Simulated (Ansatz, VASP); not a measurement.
# Cross-check of Al32O47 (V_O) between VASP and Ansatz

One calculation is typed for both programs; each brings its own data sets. How far apart do they land? The cell is taken from a series of runs on this material, whose earlier steps may have relaxed, scaled, displaced or heated it; both programs get it as it stands.

Main program and level: Ansatz 0.2.0; plane waves, with VASP 6.6.1 beside it; single point at HSE06 form with 10 % exact exchange with an exact-exchange share of 0.1.

## 1. The starting structure

The cell holds 79 atoms: 32 Al and 47 O. Cell: a = 10.278 Å, b = 10.278 Å, c = 10.278 Å, α = 55.3°, β = 55.3°, γ = 55.3°. It derives from Al2O3 (Al2O3 (R-3c)). Nearest the centre at fractional (0.625, 0.278, 0.472): Al17 at 1.97 Å, Al2 at 1.98 Å, Al23 at 2.07 Å, Al24 at 2.08 Å, O79 at 2.46 Å, O40 at 2.47 Å, O65 at 2.60 Å, O42 at 2.60 Å. The cell carries charge +1.

Structure file:

```
Al O
1.0
     4.77331    2.75587    8.67524
    -4.77331    2.75587    8.67524
     0.00000   -5.51174    8.67524
Al O
32 47
Direct
  0.32234 0.32336 0.32316
  0.41393 0.43418 0.42293
  0.07333 0.07497 0.07378
  0.17926 0.17545 0.17429
  0.32358 0.32569 0.82212
  0.42557 0.42582 0.92688
  0.07403 0.07345 0.57465
  0.17469 0.17630 0.67755
  0.32275 0.82493 0.32513
  0.42534 0.92559 0.42740
  0.07454 0.57465 0.07320
  0.17415 0.67773 0.17633
  0.32317 0.82263 0.82516
  0.42440 0.92549 0.92821
  0.06942 0.57665 0.57554
  0.17535 0.67721 0.67597
  0.83470 0.32798 0.31686
  0.92633 0.42780 0.42760
  0.57317 0.07359 0.07744
  0.67566 0.17706 0.17683
  0.82338 0.32355 0.82536
  0.92595 0.42584 0.92603
  0.56967 0.06433 0.58049
  0.67902 0.17046 0.68657
  0.82311 0.82409 0.32511
  0.92512 0.92879 0.42528
  0.57387 0.57468 0.07352
  0.67487 0.67740 0.17629
  0.82429 0.82277 0.82547
  0.92555 0.92580 0.92830
  0.57300 0.57411 0.57391
  0.67553 0.67350 0.67734
  0.22153 0.02871 0.37530
  0.47141 0.12512 0.27927
  0.03074 0.37464 0.22210
  0.37700 0.22190 0.02592
  0.12435 0.27753 0.47346
  0.27761 0.47238 0.12524
  0.22266 0.02845 0.87513
  0.47524 0.12841 0.77076
  0.02717 0.37566 0.72227
  0.37679 0.22316 0.52788
  0.12540 0.27853 0.97167
  0.27765 0.47305 0.62374
  0.21793 0.52885 0.37634
  0.47110 0.62509 0.27877
  0.02592 0.87672 0.22310
  0.37372 0.72196 0.02971
  0.12330 0.77931 0.47243
  0.27759 0.97317 0.12515
  0.22278 0.52783 0.87423
  0.47161 0.62379 0.77826
  0.02604 0.87586 0.72251
  0.37416 0.72247 0.52840
  0.12435 0.77807 0.97287
  0.27773 0.97253 0.62588
  0.71910 0.03306 0.37719
  0.97106 0.12719 0.27792
  0.52729 0.37560 0.22497
  0.87454 0.22254 0.02849
  0.77762 0.47220 0.12584
  0.72207 0.02505 0.87997
  0.97099 0.12507 0.77845
  0.52958 0.37375 0.71789
  0.87194 0.22303 0.52784
  0.62418 0.27819 0.97302
  0.77731 0.47168 0.62584
  0.72142 0.52597 0.37538
  0.97109 0.62573 0.27856
  0.52721 0.87497 0.22334
  0.87498 0.72125 0.02898
  0.62452 0.77790 0.47278
  0.77709 0.97269 0.12713
  0.72152 0.52761 0.87597
  0.97112 0.62582 0.77779
  0.52662 0.87094 0.72594
  0.87170 0.72503 0.52905
  0.62435 0.77893 0.97204
  0.77343 0.98016 0.62254
```

## 2. Ansatz: single point, HSE06 form with 10 % exact exchange with an exact-exchange share of 0.1

Ansatz runs on its PAW soft_1 files.

With cell and atoms fixed, the geometry can't cause a difference; cores, projectors, grids and the points listed under the comparison can.

input.yaml reads:

```yaml
crystal:
  checkpoint: "../qp1_M1.relax.run"
  host: checkpoint
total_charge: 1
basis:
  ecutwfc: 420
  xc_grid: 2
hamiltonian:
  xc: { preset: hse06, exx: 0.1 }
  pseudopotentials: { kind: paw, azcp: { folder: soft_1 } }
kpoints:
  mp_grid: { grid: [1, 1, 1], shift: [0.25, 0.25, 0.25] }
magnetization:
  spin_polarized: true
  initial_magnetization: 1
  spin_locking: { lock_magnetization: hard }
scf:
  occupations: { method: fixed }
  max_iter: 100
output:
  forces: true
  charged_corrections:
    epsilon: [3.29, 3.29, 3.26]
    static_epsilon: [9.66, 9.66, 11.75]
    defect_position: [0.625, 0.277916, 0.472084]
  eigenvalues: true
  eigenstates: { localisation: true }
  efg: {}
checkpoint:
  read: "../qp1_M1.relax.run"
  write: "../qp1_M1.a10.run"
  compress: false
  write_wavefunctions: false
  write_every: 100000
```

The run is started by

```console
$ ansatz run input.yaml --threads 32 --pin off --max-ram 84787MiB --backend cuda --events-out ev --progress --plain --runs-dir out --max-vram 78GiB
```

Numbers of over 12 decimals in the logs are rounded to 6 here.

Output:

```text
Warning: kpoints.mp_grid.shift: disabling space-group detection — at a shift other than 0 and half a step a hybrid functional's run that is held to the crystal's symmetry can end above its lowest state, and by default nothing tells of it, so the full k-mesh is solved, and no spatial operation symmetrises the density, except that the density of a phonon batch's undisplaced supercell is averaged over the supercell's ow
Warning: checkpoint.read: hamiltonian.xc differs: saved pbesol, current {"exchange":"pbe","correlation":"pbe","exx":{"coeff":0.1,"omega":0.207870}}; the SCF iterates under this deck's functional from the saved state
crystal.checkpoint: the structure is that of <dir>, a `relax` run, at its step 5: its result, under pbesol at a charge of 1 e; 79 atoms read, 0 with a starting moment; this deck's functional is {"exchange":"pbe","correlation":"pbe","exx":{"coeff":0.1,"omega":0.207870}}; crystal.structure_sha256 for this input is
exact exchange: scf.exx.singularity resolves to wigner_seitz, which cuts the screened interaction at the faces of the exchange supercell's Wigner-Seitz cell, so that each pair interacts once, at the shortest of its separations (the periodic images that this leaves out come, for a point-like exchange hole, to about 0.007 eV on a filled level). The cut falls within the interaction's reach, and what an exchange supercel
Engine: ansatz 0.2.0, aarch64-unknown-linux-gnu
Pseudopotentials: kind: paw
Pseudopotential: Al, paw, valence charge 3, recommended cutoff 420 eV (normal), soft_1/Al.paw.azcp
Pseudopotential: O, paw, valence charge 6, recommended cutoff 420 eV (normal), soft_1/O.paw.azcp
Functional definition: unnamed
  parameter a_1 = 0.1
  parameter omega_1 = 0.207870/angstrom
  exchange = pbe_x + (-a_1)*pbe_x_sr(omega_1) + a_1*exact_x_sr(omega_1)
  correlation = pbe_c
davidson cushion auto → on  (no smearing: the cushion is to keep the highest requested band from converging to the state above it; pin scf.eigensolver.cushion to override)
[...]
Crystal: 79 atoms, lattice volume = 684.717 Å³
Basis set: ecut = 420 eV, 13355 PW (Γ), exchange–correlation on 144×144×144 points (8 copies of the dense FFT grid, shifted against one another)
Bands: 268, of which v1, the nominal top of the filled ones, is band 189 counted from 1 (188 counted from 0)
Symmetry: 1 space group operations
k-points: 1
Non-local potential: Al, projectors of the file, l = 0: 2, l = 1: 2, l = 2: 1
Non-local potential: O, projectors of the file, l = 0: 2, l = 1: 2, l = 2: 1
PAW form: soft (Blöchl's): semilocal exchange-correlation on the pseudo side does not see the compensation charge
PAW frozen core: Al, regenerated for the run's functional, and the local potential with it (the file was generated under x = pbe(κ = 0.804, μ = 0.219515), c = pbe(β = 0.066725))
PAW frozen core: O, regenerated for the run's functional, and the local potential with it (the file was generated under x = pbe(κ = 0.804, μ = 0.219515), c = pbe(β = 0.066725))
PAW one-centre angular grid: Al, 110 points (default); XC on 64 Gauss nodes
PAW one-centre angular grid: O, 110 points (default); XC on 96 Gauss nodes
Initial density: read from a saved state, or passed on in memory by an earlier SCF of this step, an earlier step, the calling program or the single point that the run made first
Starting moments: Σ|m| = 1 μB on 79 of 79 sites; this step starts from the density that it was given
Initial wavefunctions: pseudopotential atomic-orbital guess
[...]
Functional: x = pbe(κ = 0.804, μ = 0.219515), c = pbe(β = 0.066725), warm-up for x = pbe(κ = 0.804, μ = 0.219515) + 0.1 (exact − pbe) at short range (hse, ω = 0.207870 Å⁻¹), c = pbe(β = 0.066725)
iter 1 solved again at ethr=3.26e-4 eV; its pass at ethr=1.00e-1 eV (dr2=1.23e0 eV) is discarded
SCF iter   1: F=—  HF=-43995.984714 eV  |Δ(HF+E_count)|=         —  Δρ=7.81e-3 (↑7.81e-3 ↓7.80e-3)  dr2=1.23e0  dr2_m=6.06e-5  M=1.000 μB ∫|m|=1.034 μB  Hψ=4153
preconditioner: auto → none  [insulator: Δε(μ)=4.098 eV  Ē_g=17.435 eV  n_scr=174 (ndim 8)  ℏωp=27.6 eV  f_vac=0.000]
[...]
hybrid outer 1: dexx = +8.659e-3 eV, tail = 1.00e-5 eV
[...]
SCF iter   5: F=—  HF=-43999.700198 eV  |Δ(HF+E_count)|=  4.37e-10  Δρ=2.41e-7 (↑2.41e-7 ↓1.96e-7)  dr2=5.03e-10  dr2_m=1.62e-10  M=1.000 μB ∫|m|=1.041 μB  Hψ=1363
SCF iter   6: F=-43999.700198 eV  HF=-43999.700198 eV  |Δ(HF+E_count)|=  1.60e-10  Δρ=9.52e-8 (↑8.58e-8 ↓9.52e-8)  dr2=2.46e-11  dr2_m=4.22e-11  M=1.000 μB ∫|m|=1.041 μB sched 1.00e-12)  Hψ=1254
SCF 3 converged in 6 iterations: F = -43999.700198 eV  dr2 = 2.46e-11
  Residual-converged pass: ⟨swp⟩=2.5  Hψ=1022  notcnv=0  max |occ|·‖R‖ = 2.5e-7 eV (tolerance 2.7e-7 eV)  dr2=3.07e-11  dr2_m=4.37e-11  dr2_onsite=7.67e-12  max |Δocc| = 0.0e0
hybrid outer 2: dexx = +2.755e-8 eV, tail = 2.54e-10 eV, Δε = 2.80e-4 eV (about 2.12e-6 eV left of the loop's levels), ΔF = 1.85e-4 eV/Å (tail 9.50e-6)
this state was not tested for a lower state beside it, because the functional holds exact exchange (a hybrid, or Hartree-Fock), whose exchange loop this test does not read (fock_operator); the stability check (scf.self_checks: high) cannot read this state: a pseudopotential is PAW: the check reads norm-conserving sets alone
hybrid SCF converged: 2 outer / 11 inner (+5 warm-up), last move |dexx| = 2.76e-8 eV, tail = 2.54e-10 eV
Magnetization: 1.0000 μB (189.0000 up, 188.0000 down)
Absolute magnetization: 1.0447 μB (∫|ρ↑−ρ↓|, with the PAW one-centre terms)
Spin contamination: 0.0019 ħ² per cell (⟨S²⟩ above its minimum at these occupations)
Per-site moments (μB) at R_I (Å): [(0.000148612, 0.761895), (0.018506, 0.760046), (0.000169337, 0.765738), (0.000214919, 0.764478), (0.000324822, 0.766615), (0.000205886, 0.761895), (-9.874639211095452e-5, 0.767486), (0.000366944, 0.764478), (0.00242125,
Free energy (F): -43999.700198 eV
Frozen-core exchange: fock
Harris-Foulkes:  -43999.700198 eV  (|F-HF|=2.18e-11)
Internal energy: -43999.700198 eV  (E = F + TS)
E sigma→0 (E₀):  -43999.700198 eV
Fermi energy:    9.574714 (↑ 9.574714, ↓ 6.922379) eV
--- Per-component energies (eV) ---
  E_band       = 179.047861
  E_kinetic    = 8960.590112
  E_local      = -15868.005206  (includes V_loc(G=0)·N_el)
  E_nonlocal   = 2725.288181
  E_hartree    = 6084.442602
  E_xc         = -4294.764373
  E_vxc        = -4914.704926  (∫ρ·V_xc dr)
  E_exx        = -425.959808  (= α·E_x^exact, valence–valence)
  E_paw        = -22635.692403  (= ΣΔE_a)
  E_vpaw       = -2041.123469  (= ΣTr[D̂ρ^β])
  E_aug_tail   = 0.037069  (compensation charges beyond the density's cutoff)
  E_ewald      = -18544.552715
  E_core_change = -1.083656  (= ΣΔE_core)
  E_smearing   = -0.000000  (= −TS)
  E_closure    = -0.000001  (closes the sum)
  E_deformation_potential = 18.414363  (in the stress; not in F)
  Σ components = -43999.700198   (vs F -43999.700198, Δ=7.28e-12)
--- Forces (eV/Å), atoms counted from 1 ---
  atom   1  Al    -0.00090552     0.00453583    -0.00734843
  atom   2  Al    -0.02495505     0.01056549    -0.02460303
  atom   3  Al    -0.00039964     0.00296056    -0.00140279
  atom   4  Al     0.00773599     0.00075773     0.00038435
  atom   5  O     -0.03968369     0.00038184    -0.00057137
  atom   6  O     -0.02583023    -0.03329135    -0.00361074
  [... 73 more lines of this table ...]
  max |Σ_I F_I| component: 3.51e-5 eV/Å
--- PAW observables at the nuclei: V_zz in 10²¹ V/m², potentials from the cell's mean, atoms counted from 1 ---
  atom   1  Al V_zz =    +0.883856   η = 0.1942   by run symmetry: not_imposed
            electrostatic potential = -1231.037011 V   contact ρ = 10118.411381 e/Å³   contact ρ_s (e/Å³): all electrons +0.013997, valence +0.014057
  atom   2  Al V_zz =    +2.324897   η = 0.2847   by run symmetry: not_imposed
            electrostatic potential = -1230.892052 V   contact ρ = 10119.228021 e/Å³   contact ρ_s (e/Å³): all electrons +0.901777, valence +0.917264
  atom   3  Al V_zz =    +0.662088   η = 0.0605   by run symmetry: not_imposed
            electrostatic potential = -1231.150113 V   contact ρ = 10118.335025 e/Å³   contact ρ_s (e/Å³): all electrons +0.012044, valence +0.012127
  [... 152 more lines of this table ...]
--- Charged-cell corrections in eV (Makov–Payne, q = +1.000 e, ε = [3.290, 3.290, 3.260] of the electrons, [9.660, 9.660, 11.750] with the ions) ---
  F (periodic)     = -43999.700198  (uncorrected; the corrections below are reported, never added to it)
  E_corr1          = +0.717906  (monopole, q²α_M/2ε̄L, of the cell on which ε is isotropic)
  F Makov-Payne    = n/a  (the rows are of the electrons' constant alone; ansatz place-levels tells what screens the charge)
  no potential alignment in this run, which stands beside a crystal: run the host's input off ansatz write-host-input, and read the two finished runs by ansatz place-levels (neither reads a slab, a wire or a sheet, whose cell leaves a vacuum)
--- Band table (eV) ---
  k-point 0 ↑: bands = ["-12.7175", "-12.2061", "-11.8092", "-11.7594", "-11.7233", "-11.7062", "-11.6760", "-11.6388", "-11.5118", "-11.4543", "-11.4107", "-11.3290", "-10.9892", "-10.9264", "-10.913
  k-point 0 ↓: bands = ["-12.7090", "-12.1969", "-11.7988", "-11.7444", "-11.7183", "-11.7015", "-11.6674", "-11.6263", "-11.5054", "-11.4451", "-11.3989", "-11.3169", "-10.9842", "-10.9165", "-10.899
```

(Part 1 of 2 ends here.)

[Lines on the potential files, build, host, timing and source positions are cut from VASP's logs without a mark.]

[Logs are printed without paths, hosts, clocks, repeated set-up lines and the standing remarks that a program may print on its own settings, such as how far it seeks lower states.]

[Hosts, paths, dates, database ids (printed as entryN), source tags and the programs' standing remarks are cut or masked in the printed files.]
